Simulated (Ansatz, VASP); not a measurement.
## One calculation of HfN, two programs

```
Hf N
1.0
     0.00000    2.45482    2.45482
     2.55301    0.00000    2.45482
     2.55301    2.45482    0.00000
Hf N
1 1
Direct
  0.00000 0.00000 0.00000
  0.75000 0.75000 0.75000
```

Change from the starting cell: strain +0.0400 x Voigt [1, 0, 0, 0, 0, 0], atoms carried along.

Alike in both runs: task single point; functional PBEsol; k mesh 16 × 16 × 16; occupations gaussian, width 0.15 eV; no spin polarisation.

|  | VASP | Ansatz |
| --- | --- | --- |
| version | VASP 6.6.1 | Ansatz 0.2.0 |
| potentials or method | VASP PAW PBE potentials, release 64 (Hf_pv, N) | scalar-relativistic, plane waves, PAW |
| plane-wave cutoff (eV) | 520 | 420 |
| valence electrons in the cell | 15 | 31 |

Ansatz gave:

| Item | Value |
| --- | --- |
| gap on the k mesh at the Fermi level (eV) | none |
| pressure (GPa) | -11.6 |
| largest component of the traceless stress (GPa) | 4.17 |

Problem. Estimate VASP's values.

Solution. gap on the k mesh at the Fermi level (eV): none; pressure (GPa): -12.6; largest component of the traceless stress (GPa): 4.18.

A gap of «none» marks a metal or a gap that the smearing closes. The functional is the same, so the differences come from potentials, cutoffs and numerics. The two sets of potentials don't hold the same shells in valence.

Caveats: the PAW data sets were made with another functional, which shifts forces and pressure a little (VASP). The runs have no spin-orbit coupling, so splittings on Hf are missing.
